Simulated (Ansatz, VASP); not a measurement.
**NbAs in VASP and in Ansatz**

```xyz
2
Lattice="3.2174 0.0000 0.0000 0.0000 3.2174 0.0000 0.0000 0.0000 3.2174" Properties=species:S:1:pos:R:3 pbc="T T T"
Nb    0.0000    0.0000    0.0000
As    1.6087    1.6087    1.6087
```

Alike in both runs: functional PBE; k mesh 18 × 18 × 18; occupations gaussian, width 0.1 eV; no spin polarisation.

Ansatz relaxed the structure, and its values are those at the end. VASP's run is a single point on that final structure, the one shown.

|  | VASP | Ansatz |
| --- | --- | --- |
| version | VASP 6.6.1 | Ansatz 0.2.0 |
| potentials or method | VASP PAW PBE potentials, release 64 (Nb_sv, As) | scalar-relativistic, plane waves, PAW |
| plane-wave cutoff (eV) | 520 | 420 |
| valence electrons in the cell | 18 | 28 |

|  | VASP | Ansatz | Ansatz less VASP |
| --- | --- | --- | --- |
| gap on the k mesh at the Fermi level (eV) | none | none | - |
| pressure (GPa) | 0.0 | 0.0 | -0.02 |

A gap of «none» marks a metal or a gap that the smearing closes. With one functional, cell and mesh, what is left measures potentials, basis and numerics. The two sets of potentials don't hold the same shells in valence.
